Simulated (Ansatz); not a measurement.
Runs of Ansatz 0.2.0 on SiNi. It takes space group Pmmn (No. 59, orthorhombic). The conventional cell has a = 2.943 Å, b = 3.280 Å, c = 4.677 Å, α = 90.00°, β = 90.00°, γ = 90.00°. Around Ni (site symmetry mm2) lie 6 Si at 2.34 to 2.37 Å and 4 Ni at 2.65 Å. Around Si (site symmetry mm2) lie 6 Ni at 2.34 to 2.37 Å and 4 Si at 2.65 Å. The cell is a database's computed one.

```tsv
task	level	potentials or basis	U	cell	k mesh	cutoff (eV)	points for each segment of the path	hubbard projectors	double counting	gap on the mesh (eV)	pressure (GPa)	moment (μB)	relaxed volume (Å³/atom)	largest force (eV/Å)
relaxation of cell and atoms	r2SCAN+D3(BJ)	Ansatz PAW	-	relaxed	9 × 8 × 6	500	-	-	-	none	0.0	0.00	11.12	-
band structure	PBE	JTH PAW	-	as given	9 × 8 × 6	2400	14	-	-	none	(a)	0.00	-	0.05
single point	PBE	Ansatz PAW	-	as given	9 × 8 × 6	500	-	-	-	none	6.7	0.00	-	0.05
phonons	PBEsol	Ansatz PAW	-	as given	8 × 7 × 5	420	-	-	-	none	-	0.00	-	-
density of states	PBE	Ansatz PAW	-	as given	9 × 8 × 6	420	-	-	-	none	6.7	0.00	-	0.05
relaxation of cell and atoms	LDA+U	Ansatz PAW	Ni d U = 8 eV	relaxed	9 × 8 × 6	420	-	ortho-atomic (the default)	fll (the default)	none	0.0	0.00	10.97	-
```

Alike in all rows: spin collinear, ferromagnetic start; smearing fermi-dirac 0.05 eV.

Question: Estimate the missing entries.

Answer: (a) 7.2.

Caveats: the starting moments weren't kept (some runs); the PAW data sets come from PBE, with cores solved anew for the run's functional, which leaves a small shift of forces and pressure (some runs); the magnetic or orbital state may not be the lowest (some runs); the plane-wave basis is chosen anew once the cell has moved, so the energies of steps on either side of that aren't comparable (some runs); pairwise dispersion overbinds metals, which lowers pressure and volume (some runs); the dispersion damping was fitted for another functional or another form of the correction (some runs); the U is typed as a test and isn't derived for this compound (some runs).

A gap of «none» marks a metal or a gap under the smearing width.
